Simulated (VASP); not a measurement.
Here is a VASP 6.6.1 calculation.

Contents of INCAR:

```
PREC = Accurate
ENCUT = 520
EDIFF = 1E-7
ISMEAR = 0
SIGMA = 0.1
LREAL = F
LASPH = T
NELM = 100
ALGO = Normal
ISIF = 2
LWAVE = F
LCHARG = F
GGA = PS
```

The input KPOINTS:

```
regular mesh
0
Gamma
  18 18 18
```

File POSCAR:

```
Al                                      
1.0
    0.0000000000      2.0080141416      2.0080141416
    2.0080141416      0.0000000000      2.0080141416
    2.0080141416      2.0080141416      0.0000000000
  Al            
     1
Direct
     0.0000000000000000    0.0000000000000000    0.0000000000000000
```

Potentials or basis: VASP PAW PBE potentials, release 64 (Al).

The run is started by

```bash
$ cat potpaw_PBE.64/Al/POTCAR > POTCAR
$ mpirun -np 1 vasp_std > vasp.out
```

Task: Estimate the pressure.

Result: 0.0 GPa.

Task: Predict the band gap on the k mesh.

Result: None (metal or under the smearing width).

Caveat: the PAW data sets were made with another functional, which shifts forces and pressure a little.
